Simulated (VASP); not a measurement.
Crystal: SnS2.

```
Sn S
1.0
     3.63900    0.00000    0.00000
    -1.81950    3.15147    0.00000
     0.00000    0.00000    5.86800
Sn S
1 2
Direct
  0.00000 0.00000 0.00000
  0.33333 0.66667 0.25000
  0.66667 0.33333 0.75000
```

```yaml
Program: VASP 6.6.1
Task: relaxation of cell and atoms
Functional: PBE
Dispersion: D3(BJ)
Potentials_or_basis: VASP PAW PBE potentials, release 64 (Sn_d, S)
Cutoff: 600 eV
k_mesh: 9 × 9 × 5
Occupations: gaussian, width 0.03 eV
Spin: no spin polarisation
```

At the start: pressure 1.7 GPa; volume 22.43 Å³/atom.

Question: Where does the relaxation end?

Answer: Over 14 steps the energy falls by 3.1 meV/atom and the volume is 22.57 Å³/atom (+0.6 %); space group P-3m1 (No. 164, to 0.05 Å).

The path:
```csv
step,energy change (eV),largest force (eV/Å),pressure (GPa),volume (Å³)
1,0.0000,0.2533,1.72,67.30
2,-0.0012,0.1919,-1.55,69.66
3,-0.0080,0.0160,-0.06,68.51
4,-0.0080,0.0202,0.00,68.48
5,-0.0082,0.0292,0.00,68.45
6,-0.0085,0.0517,-0.04,68.37
7,-0.0087,0.0381,-0.07,68.31
8,-0.0091,0.0001,-0.17,68.12
9,-0.0092,0.0182,-0.23,68.02
10,-0.0093,0.0098,-0.08,67.86
11,-0.0093,0.0081,-0.09,67.82
12,-0.0094,0.0046,-0.03,67.75
13,-0.0094,0.0027,0.08,67.62
14,-0.0094,0.0018,-0.01,67.70
```

Final structure:
```
CELL_PARAMETERS angstrom
3.66721 0.00000 0.00000
-1.83361 3.17590 0.00000
0.00000 0.00000 5.81303
ATOMIC_POSITIONS crystal
Sn 0.00000 0.00000 0.00000
S 0.33333 0.66667 0.25437
S 0.66667 0.33333 0.74563
```
